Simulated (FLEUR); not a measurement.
# Moving the strain (εxx = s) in Ga

```
Ga
1.0
     1.38300   -4.02650    0.00000
     1.38300    4.02650    0.00000
    -0.11745    0.00000    3.32993
Ga
2
Direct
  0.13100 0.86900 0.75000
  0.86900 0.13100 0.25000
```

This isn't the form of Ga at room conditions, which is orthorhombic.

Kept alike: task single point; functional PBEsol; k mesh 8 × 8 × 6; occupations fermi-dirac, width 0.05 eV; no spin polarisation. Program: FLEUR, all-electron, FLAPW. The mesh is that of the run's cell of 2 atoms. No spin-orbit coupling.

```csv
s,free energy over the lowest row (meV/atom)
-0.04,0.00
-0.02,0.88
-0.01,3.40
0,7.05
0.01,?
0.02,16.80
0.04,29.62
```

The cell shown is the unstrained one; x, y and z are its Cartesian axes; atoms keep their fractions. For a metal such a mesh leaves the last digits unconverged.

Problem. Fit the rows shown and predict the run at 0.01.

Solution. A least-squares cubic through the rows shown is free energy = -23025 s³ + 4901.3 s² + 407.09 s + 6.95 (largest miss 0.100); at s = 0.01 it gives 11.49 meV/atom. The run gave: free energy over the lowest row 11.56 meV/atom.

The unstrained cell isn't at its energy minimum along x: the energy rises steadily from s = -0.04 to 0.04, so the lattice is under tension and would gain by contracting in this direction. The flattening between -0.04 and -0.02 suggests a minimum within that interval, slightly below the lowest computed row. Because the other axes are held, each strain changes volume as well as shape, and the scan can't tell whether the cell is too large overall or only too long along x.

The curve is also anharmonic, stiffer in compression than in extension. This is the usual balance in a metal: the kinetic energy of the electrons and the overlap repulsion between ions climb steeply as neighbours approach, while cohesion weakens more gradually as they separate. The run at 0.01 gives 11.56 meV/atom against a predicted 11.49, a difference within the fit's own scatter, so nothing points to an electronic or structural anomaly there. Relaxing the internal coordinate left free by symmetry could only lower the energy at each strain, so the curvature isn't directly the relaxed elastic stiffness.
